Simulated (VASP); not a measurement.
A run of VASP 6.6.1 is set up as follows.

Contents of POSCAR:

```
KBr
1.0
    0.0000000000      3.3000000000      3.3000000000
    3.3000000000      0.0000000000      3.3000000000
    3.3000000000      3.3000000000      0.0000000000
Br K
1 1
Direct
    0.5000000000      0.5000000000      0.5000000000
    0.0000000000      0.0000000000      0.0000000000
```

File INCAR.step1:

```
SYSTEM = KBr
PREC     = Accurate       ! precision mode
ENCUT    = 520            ! plane-wave cutoff, eV
EDIFF    = 1E-5           ! SCF threshold, eV
ISMEAR   = -1             ! smearing method
SIGMA    = 0.05           ! smearing width, eV
LREAL    = .False.        ! projectors in reciprocal space
LASPH    = .True.         ! aspherical terms in the spheres
NELM     = 100            ! most SCF steps
ALGO     = Normal         ! electronic algorithm
ISIF     = 2              ! what is computed and relaxed
LWAVE    = .True.         ! write WAVECAR
NBANDS   = 15             ! bands
GGA      = PE             ! functional
```

The input INCAR.step2:

```
SYSTEM = KBr
PREC     = Accurate       ! precision mode
ENCUT    = 520            ! plane-wave cutoff, eV
EDIFF    = 1E-7           ! SCF threshold, eV
ISMEAR   = -1             ! smearing method
SIGMA    = 0.05           ! smearing width, eV
LREAL    = .False.        ! projectors in reciprocal space
LASPH    = .True.         ! aspherical terms in the spheres
NELM     = 100            ! most SCF steps
ALGO     = Normal         ! electronic algorithm
ISIF     = 2              ! what is computed and relaxed
LWAVE    = .False.        ! write WAVECAR
LCHARG   = .False.        ! write CHGCAR
GGA      = PE             ! functional
LHFCALC  = .True.         ! exact exchange
HFSCREEN = 0.4            ! screening, 1/A
AEXX     = 0.25           ! exact-exchange fraction
PRECFOCK = Fast         
NBANDS   = 15             ! bands
ISTART   = 1
```

KPOINTS

```
Automatic mesh
0
Gamma
  4 4 4
  0 0 0
```

Potentials or basis: VASP PAW PBE potentials, release 64 (Br, K_sv).

Launch:

```sh
$ cat potpaw_PBE.64/Br/POTCAR potpaw_PBE.64/K_sv/POTCAR > POTCAR
$ cp INCAR.step1 INCAR
$ mpirun -np 1 vasp_std > vasp.out
$ cp INCAR.step2 INCAR
$ mpirun -np 1 vasp_std > vasp.out
```

(1) What does it give for the pressure?

(2) Predict the band gap on the k mesh.

Answers

(1) 0.5 GPa.

(2) 5.18 eV, direct.

Caveat: the PAW data sets were made with another functional, which shifts forces and pressure a little.
